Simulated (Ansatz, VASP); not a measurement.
**GaP in VASP and in Ansatz**

```xyz
2
Lattice="0.0000 2.5805 2.5805 2.5805 0.0000 2.5805 2.5805 2.5805 0.0000" Properties=species:S:1:pos:R:3 pbc="T T T"
Ga    0.0000    0.0000    0.0000
P     2.5805    2.5805    2.5805
```

Alike in both runs: task electric field gradients; functional PBEsol; k mesh 12 × 12 × 12; occupations fermi-dirac, width 0.05 eV; no spin polarisation.

|  | VASP | Ansatz |
| --- | --- | --- |
| version | VASP 6.6.1 | Ansatz 0.2.0 |
| potentials or method | VASP PAW PBE potentials, release 64 (Ga_d, P) | PAW with Ansatz's default frozen-core files, scalar-relativistic |
| plane-wave cutoff (eV) | 520 | 420 |
| valence electrons in the cell | 18 | 18 |

VASP gave:

```
pressure (GPa)                                                 : -3.6
Vzz of the field gradient on the site that differs most (V/Å²) : 0.0
```

Problem. What did Ansatz give for the same quantities?

Solution. Pressure (GPa): -3.7; Vzz of the field gradient on the site that differs most (V/Å²): 0.0.

With one functional, cell and mesh, what is left measures potentials, basis and numerics.

Caveats: the PAW data sets were made with another functional, which shifts forces and pressure a little (VASP).
